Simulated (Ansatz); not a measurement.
# ZnSe (Stilleite): the cost of one run

Method: DFT, PBE, plane-wave PAW, default files, scalar-relativistic, as far as a step names no other, in Ansatz 0.2.0.

## Step 1: The structure to begin with

Symmetry: F-43m, No. 216, cubic system. The conventional cell has a = 5.668 Å, b = 5.668 Å, c = 5.668 Å, α = 90.00°, β = 90.00°, γ = 90.00°. Zn (site symmetry -43m) has 4 Se at 2.45 Å as nearest neighbours. Around Se (site symmetry -43m) lie 4 Zn at 2.45 Å.

As a file:

```cif
data_structure
_symmetry_space_group_name_H-M 'P 1'
_symmetry_Int_Tables_number 1
_cell_length_a 4.0076
_cell_length_b 4.0076
_cell_length_c 4.0076
_cell_angle_alpha 60.000
_cell_angle_beta 60.000
_cell_angle_gamma 60.000
_cell_volume 45.51
loop_
_atom_site_label
_atom_site_type_symbol
_atom_site_fract_x
_atom_site_fract_y
_atom_site_fract_z
_atom_site_occupancy
Zn1 Zn 0.00000 0.00000 0.00000 1
Se1 Se 0.25000 0.25000 0.25000 1
```

The earlier run gave: gap on the mesh 1.29 eV, largest force 0.000 eV/Å, pressure 2.1 GPa.

Site by site (atoms counted from 1):

```tsv
site	atoms	first shell	V_zz (10²¹ V/m²)	η	C_Q (MHz)
Zn	1	4 Se at 2.45 Å	0.00	–	0 (⁶⁷Zn)
Se	2	4 Zn at 2.45 Å	0.00	–	–
```

V_zz is the principal component of the electric field gradient with the largest magnitude, η = (V_xx − V_yy)/V_zz and C_Q = eQV_zz/h. Nuclear quadrupole moments: year-2017 set (Pyykkö). A dash under C_Q marks elements without a common quadrupolar isotope.

## Step 2: Z stretched by +2 %, ions relaxed

File input.yaml:

```yaml
crystal:
  lattice:
    - [0.0, 2.8338, 2.890476]
    - [2.8338, 0.0, 2.890476]
    - [2.8338, 2.8338, 0.0]
  atoms:
    - { symbol: Zn, position: [0.0, 0.0, 0.0] }
    - { symbol: Se, position: [0.25, 0.25, 0.25] }
kpoints:
  mp_grid: { grid: [13, 13, 13] }
scf:
  occupations: { method: fermi_dirac, width: 0.02 }
hamiltonian:
  xc: pbe
  pseudopotentials: { kind: paw }
output:
  forces: true
  stress: true
  populations: true
  efg: { quadrupole_moments_barn: { Zn: 0.122 }, contact_densities: true }
relax:
  f_tol: 0.02
  max_steps: 60
```

On the command line:

```bash
$ ansatz run input.yaml --threads 1 --pin off --max-ram 3072MiB --backend cpu --events-out ev --progress --plain --runs-dir out
```

What time and memory should one allow on 1 thread of Intel Xeon Platinum 8488C (Sapphire Rapids), shared host?

About 14 s, with a peak of 0.6 GiB.
